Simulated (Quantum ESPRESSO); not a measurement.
SnTe:

```xyz
2
Lattice="0.0000 3.1509 3.1509 3.1509 0.0000 3.1509 3.1509 3.1509 0.0000" Properties=species:S:1:pos:R:3 pbc="T T T"
Te    3.1509    3.1509    3.1509
Sn    0.0000    0.0000    0.0000
```

| Item | Value |
| --- | --- |
| Program | Quantum ESPRESSO 7.5 |
| Task | single point |
| Functional | PBE |
| Potentials or basis | SSSP 1.3 efficiency PBE |
| Cutoff | 816 eV |
| Density cutoff | 6531 eV |
| k mesh | 7 × 7 × 7 |
| Occupations | fermi-dirac, width 0.05 eV |
| Spin | no spin polarisation |

On this cell: pressure 2.1 GPa; largest force zero by symmetry; band gap on the k mesh not listed.

The same run follows on a disturbed copy (atoms moved at random, drawn with an rms of 0.05 Å):

```
CELL_PARAMETERS angstrom
0.00000 3.15085 3.15085
3.15085 0.00000 3.15085
3.15085 3.15085 0.00000
ATOMIC_POSITIONS crystal
Te 0.51041 0.49414 0.50590
Sn 0.00359 0.99017 0.99647
```

Task: What does the disturbed cell give?

Result: The energy moves by +0.3 meV/atom; pressure 2.2 GPa; largest force 0.021 eV/Å; band gap on the k mesh 0.68 eV, direct.

Forces on the atoms (eV/Å):
```
Te  -0.012 -0.014 -0.009
Sn   0.012  0.014  0.009
```

Caveats: spin-orbit coupling is left out, which moves the levels of the heavy elements (some runs); an odd mesh through Γ misses points on the zone boundary, where band edges often lie (some runs).
